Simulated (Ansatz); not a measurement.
# Sb (Fm-3m) in Ansatz: a series of runs

One crystal, Sb, is run at these levels: LDA; tasks: single point, equation of state.

Program: Ansatz 0.2.0. These are calculated values, not measurements. Logs are shortened: lines on timing, memory, paths and dates and some standing lists are left out, and cuts for length are marked.

### Step 1. The structure

The structure is cubic, space group Fm-3m (No. 225). Conventional cell: a = 4.742 Å, b = 4.742 Å, c = 4.742 Å, α = 90.00°, β = 90.00°, γ = 90.00°. Sb (site symmetry m-3m) has 12 Sb at 3.35 Å as nearest neighbours.

This isn't the form of Sb at room conditions, which is rhombohedral.

### Step 2. Single point, LDA, 25.07 Å³/atom (volume scaled by 0.94)

input.yaml reads:

```yaml
crystal:
  lattice:
    - [0.0, 2.3228362346, 2.3228362346]
    - [2.3228362346, 0.0, 2.3228362346]
    - [2.3228362346, 2.3228362346, 0.0]
  atoms:
    - { symbol: Sb, position: [0.0, 0.0, 0.0] }
kpoints:
  mp_grid: { grid: [10, 10, 10] }
scf:
  occupations: { method: fermi_dirac, width: 0.05 }
hamiltonian:
  xc: lda
  pseudopotentials: { kind: all_electron, lapw: { basis_error: 0.001 } }
output:
  forces: true
  stress: true
  eigenvalues: true
```

Potentials or basis: all-electron LAPW, scalar-relativistic.

Run with:

```sh
$ ansatz run input.yaml --threads 1 --pin off --max-ram 3072MiB --backend cpu --events-out ev --progress --plain --runs-dir out
```

The log of the run:

```text
Warning: RAYON_NUM_THREADS=1 ignored (pool sized by the plan → 1); use --threads N
LAPW: plane waves up to 6.596 Å⁻¹, error target 1.0e-3 eV per atom; small_component_spin mean_spin; Sb in spheres of 1.642 Å, 23 of its electrons in bands, Dirac shells [] (how accurate: hamiltonian.pseudopotentials.lapw.basis_error, Limitations)
Engine: ansatz 0.2.0, aarch64-unknown-linux-gnu
Pseudopotentials: kind: all_electron
Pseudopotential: Sb, LAPW, valence charge 23, lapw/all_electron/scalar/gaussian/Sb, Koelling and Harmon's equation, gaussian nucleus
Functional definition: SPW92
  exchange = slater_x
  correlation = pw_c
Crystal: 1 atoms, lattice volume = 25.066 Å³
Basis set: ecut = 165.75285182875427 eV, 113 PW (Γ), exchange–correlation at level 2
Bands: 16, of which v1, the nominal top of the filled ones, is band 12 counted from 1 (11 counted from 0)
Symmetry: 48 space group operations
Space group: Fm-3m (ITA 225), of the structure as read, at distance tolerance 2.9e-5 Å
k-points: 47 of 1000
Non-local potential: Sb, projectors of the file, none
Initial density: superposition of atomic densities (chi_scale 0.1, normalization cell)
Initial wavefunctions: plane waves of lowest kinetic energy (no species holds an atomic orbital)
Functional: x = slater, c = lda
iter 1 solved again at ethr=1.05e-5 eV; its pass at ethr=1.00e-1 eV (dr2=2.40e-3 eV) is discarded
SCF iter   1: F=—  HF=-176219.410700 eV  |F-HF|=—  |Δ(HF+E_count)|=         —  Δρ=4.03e-3  dr2=2.46e-3  ethr=1.05e-5  ⟨swp⟩=4.1  Hψ=5563  notcnv=0
preconditioner: auto → none  [metal: Δε(μ)=0.102 eV  Ē_g=13.078 eV  σ=0.050 eV  W_gap=0.41  n_scr=8 (ndim 8)  ℏωp=16.6 eV  f_vac=0.000  D(μ)=0.83/eV (n_scr^D=8)  sad-step TF]
SCF iter   2: F=—  HF=-176219.400577 eV  |F-HF|=—  |Δ(HF+E_count)|=   1.01e-2  Δρ=2.33e-3  dr2=1.05e-3  ethr=1.05e-5  ⟨swp⟩=2.0  Hψ=2105  notcnv=0
SCF iter   3: F=—  HF=-176219.399492 eV  |F-HF|=—  |Δ(HF+E_count)|=   1.08e-3  Δρ=7.52e-4  dr2=1.20e-4  ethr=4.56e-6  ⟨swp⟩=2.0  Hψ=2105  notcnv=0
iter 4 solved again at ethr=2.92e-8 eV; its pass at ethr=5.24e-7 eV (dr2=6.71e-6 eV) is discarded
SCF iter   4: F=—  HF=-176219.399442 eV  |F-HF|=—  |Δ(HF+E_count)|=   5.03e-5  Δρ=1.66e-4  dr2=6.70e-6  ethr=2.92e-8  ⟨swp⟩=2.0  Hψ=3585  notcnv=0
SCF iter   5: F=-176219.399443 eV  HF=-176219.399443 eV  |F-HF|=1.03e-8  |Δ(HF+E_count)|=   6.18e-7  Δρ=8.84e-6  dr2=1.71e-8  ethr=2.91e-8  ⟨swp⟩=2.0  Hψ=2105  notcnv=0
SCF 1 converged in 5 iterations: F = -176219.399443 eV  dr2 = 1.71e-8
SCF converged after 5 iterations
Free energy (F): -176219.399443 eV
Harris-Foulkes:  -176219.399443 eV  (|F-HF|=1.03e-8)
Internal energy: -176219.392746 eV  (E = F + TS)
E sigma→0 (E₀):  -176219.396094 eV
Entropy (-TS):   -0.006697 eV (-6.697 meV/atom)
Fermi energy:    15.682059 eV
--- Per-component energies (eV) ---
  E_band       = -828.586151
  E_kinetic    = 185666.636984
  E_xc         = -4493.851041
  E_electrostatic = -357392.178688  (all electrons and nuclei)
  E_smearing   = -0.006697  (= −TS)
  E_closure    = 0.000000  (closes the sum)
  E_atoms      = -176214.878511  (free atoms, spherical and without spin; not in F)
  Σ components = -176219.399443   (vs F -176219.399443, Δ=0.00e0)
  Basis errors (estimates in eV, not in F): energy 2.0e-4 per atom: plane waves 2.0e-4 (9.9e-5 summed), levels above the bands 1.9e-87, relativity 2.1e-9, radial functions 3.8e-6, core shells 5.1e-11; eigenvalues (radial functions only) 2.0e-4; not estimated: angular momenta, meshes, grids; target (lapw.basis_error) 1.0e-3; muffin-tin radii Sb 1.642 Å
--- Forces (eV/Å), atoms counted from 1 ---
  atom   1  Sb     0.00000000     0.00000000     0.00000000
  max |Σ_I F_I| component: 8.63e-32 eV/Å
--- Stress (GPa, compression-positive) ---
        1.719479      -0.000000      -0.000000
       -0.000000       1.719479       0.000000
       -0.000000       0.000000       1.719479
  P = ⅓ Tr σ = 1.7195 GPa (17.195 kbar)
--- Band table (eV; the first three rows and the last of 47) ---
  k-point 0: bands = ["-128.2771", "-81.4027", "-81.4027", "-81.4027", "-13.4955", "-13.4955", "-13.4955", "-13.4442", "-13.4442", "2.1760", "21.4631", "21.4631", "21.4631", "25.9915", "26.6411", "26.6411"]
  k-point 1: bands = ["-128.2770", "-81.4029", "-81.4027", "-81.4027", "-13.4944", "-13.4903", "-13.4903", "-13.4439", "-13.4439", "2.3870", "19.6370", "21.1906", "21.1906", "25.0076", "27.1166", "27.1166"]
  k-point 2: bands = ["-128.2770", "-81.4034", "-81.4028", "-81.4028", "-13.4916", "-13.4822", "-13.4822", "-13.4374", "-13.4374", "3.0167", "16.4756", "20.6268", "20.6268", "24.5496", "27.4524", "27.4524"]
  k-point 46: bands = ["-128.2769", "-81.4044", "-81.4040", "-81.4036", "-13.4906", "-13.4809", "-13.4386", "-13.4183", "-13.3791", "8.3331", "11.6526", "13.0997", "14.1905", "24.6560", "25.3570", "29.1064"]
```

Run time: 3.5 s. Hardware: 1 thread of Arm Neoverse V1, shared host; peak memory 0.22 GiB.

Results:

* Free energy: -176219.3994 eV
* Pressure: 1.7 GPa
* Band gap on the k mesh: none (metal or under the smearing width)

### Step 3. Single point, LDA, 25.60 Å³/atom (volume scaled by 0.96)

Edit input.yaml of step 2 so:

```diff
@@ -2,5 +2,5 @@
   lattice:
-    - [0.0, 2.3228362346, 2.3228362346]
-    - [2.3228362346, 0.0, 2.3228362346]
-    - [2.3228362346, 2.3228362346, 0.0]
+    - [0.0, 2.3391947752, 2.3391947752]
+    - [2.3391947752, 0.0, 2.3391947752]
+    - [2.3391947752, 2.3391947752, 0.0]
   atoms:
```

Potentials or basis: all-electron LAPW, scalar-relativistic.

Run with:

```sh
$ ansatz run input.yaml --threads 1 --pin off --max-ram 3072MiB --backend cpu --events-out ev --progress --plain --runs-dir out
```

It took 3.6 s on 1 thread of Arm Neoverse V1, shared host; peak memory 0.23 GiB.

Results (log left out):

```
Free energy            : -176219.4027 eV
Pressure               : 0.3 GPa
Band gap on the k mesh : none (metal or under the smearing width)
```

### Step 4. Single point, LDA, 26.13 Å³/atom (volume scaled by 0.98)

Edit input.yaml of step 3 so:

```diff
@@ -2,5 +2,5 @@
   lattice:
-    - [0.0, 2.3391947752, 2.3391947752]
-    - [2.3391947752, 0.0, 2.3391947752]
-    - [2.3391947752, 2.3391947752, 0.0]
+    - [0.0, 2.3553276627, 2.3553276627]
+    - [2.3553276627, 0.0, 2.3553276627]
+    - [2.3553276627, 2.3553276627, 0.0]
   atoms:
```

Run with:

```sh
$ ansatz run input.yaml --threads 1 --pin off --max-ram 3072MiB --backend cpu --events-out ev --progress --plain --runs-dir out
```

Wall time 3.5 s (1 thread of Arm Neoverse V1, shared host); peak memory 0.23 GiB.

Results (log left out):

```yaml
Free_energy: -176219.4013 eV
Pressure: -1.1 GPa
Band_gap_on_the_k_mesh: none (metal or under the smearing width)
```

### Step 5. Single point, LDA, 26.67 Å³/atom

Edit input.yaml of step 4 so:

```diff
@@ -2,5 +2,5 @@
   lattice:
-    - [0.0, 2.3553276627, 2.3553276627]
-    - [2.3553276627, 0.0, 2.3553276627]
-    - [2.3553276627, 2.3553276627, 0.0]
+    - [0.0, 2.3712425216, 2.3712425216]
+    - [2.3712425216, 0.0, 2.3712425216]
+    - [2.3712425216, 2.3712425216, 0.0]
   atoms:
```

Run with:

```sh
$ ansatz run input.yaml --threads 1 --pin off --max-ram 3072MiB --backend cpu --events-out ev --progress --plain --runs-dir out
```

It took 3.3 s on 1 thread of Arm Neoverse V1, shared host; peak memory 0.23 GiB.

It converged, with:

- Free energy: -176219.3956 eV
- Pressure: -2.3 GPa
- Band gap on the k mesh: none (metal or under the smearing width)

### Step 6. Single point, LDA, 27.20 Å³/atom (volume scaled by 1.02)

Edit input.yaml of step 5 so:

```diff
@@ -2,5 +2,5 @@
   lattice:
-    - [0.0, 2.3712425216, 2.3712425216]
-    - [2.3712425216, 0.0, 2.3712425216]
-    - [2.3712425216, 2.3712425216, 0.0]
+    - [0.0, 2.3869465721, 2.3869465721]
+    - [2.3869465721, 0.0, 2.3869465721]
+    - [2.3869465721, 2.3869465721, 0.0]
   atoms:
```

Potentials or basis: all-electron LAPW, scalar-relativistic.

Run with:

```sh
$ ansatz run input.yaml --threads 1 --pin off --max-ram 3072MiB --backend cpu --events-out ev --progress --plain --runs-dir out
```

Run time: 3 s. Hardware: 1 thread of Arm Neoverse V1, shared host; peak memory 0.22 GiB.

It converged, with:

```
Free energy            : -176219.3862 eV
Pressure               : -3.4 GPa
Band gap on the k mesh : none (metal or under the smearing width)
```

### Step 7. Single point, LDA, 27.73 Å³/atom (volume scaled by 1.04)

Edit input.yaml of step 6 so:

```diff
@@ -2,5 +2,5 @@
   lattice:
-    - [0.0, 2.3869465721, 2.3869465721]
-    - [2.3869465721, 0.0, 2.3869465721]
-    - [2.3869465721, 2.3869465721, 0.0]
+    - [0.0, 2.4024466595, 2.4024466595]
+    - [2.4024466595, 0.0, 2.4024466595]
+    - [2.4024466595, 2.4024466595, 0.0]
   atoms:
```

Run with:

```sh
$ ansatz run input.yaml --threads 1 --pin off --max-ram 3072MiB --backend cpu --events-out ev --progress --plain --runs-dir out
```

It took 2.9 s on 1 thread of Arm Neoverse V1, shared host; peak memory 0.22 GiB.

Results (log left out):

```
Free energy            : -176219.3731 eV
Pressure               : -4.4 GPa
Band gap on the k mesh : none (metal or under the smearing width)
```

### Step 8. Single point, LDA, 28.27 Å³/atom (volume scaled by 1.06)

Edit input.yaml of step 7 so:

```diff
@@ -2,5 +2,5 @@
   lattice:
-    - [0.0, 2.4024466595, 2.4024466595]
-    - [2.4024466595, 0.0, 2.4024466595]
-    - [2.4024466595, 2.4024466595, 0.0]
+    - [0.0, 2.4177492801, 2.4177492801]
+    - [2.4177492801, 0.0, 2.4177492801]
+    - [2.4177492801, 2.4177492801, 0.0]
   atoms:
```

Run with:

```sh
$ ansatz run input.yaml --threads 1 --pin off --max-ram 3072MiB --backend cpu --events-out ev --progress --plain --runs-dir out
```

Wall time 3 s (1 thread of Arm Neoverse V1, shared host); peak memory 0.22 GiB.

It converged, with:

```
Free energy            : -176219.3567 eV
Pressure               : -5.4 GPa
Band gap on the k mesh : none (metal or under the smearing width)
```

### Step 9. Equation of state, LDA

Potentials or basis: all-electron LAPW, scalar-relativistic.

This step only gathers the single runs of the series.

What came out:

```yaml
Equilibrium_volume: 25.70 Å³/atom
Bulk_modulus: 65 GPa
Pressure_derivative_of_the_bulk_modulus: 3.0
```

Energy against volume, from the lowest point:
| volume (Å³/atom) | energy (meV/atom) |
| --- | --- |
| 25.066 | 3.22 |
| 25.599 | 0.00 |
| 26.133 | 1.40 |
| 26.666 | 7.02 |
| 27.199 | 16.49 |
| 27.733 | 29.60 |
| 28.266 | 45.96 |

The run has no spin-orbit coupling, so splittings on Sb are missing.
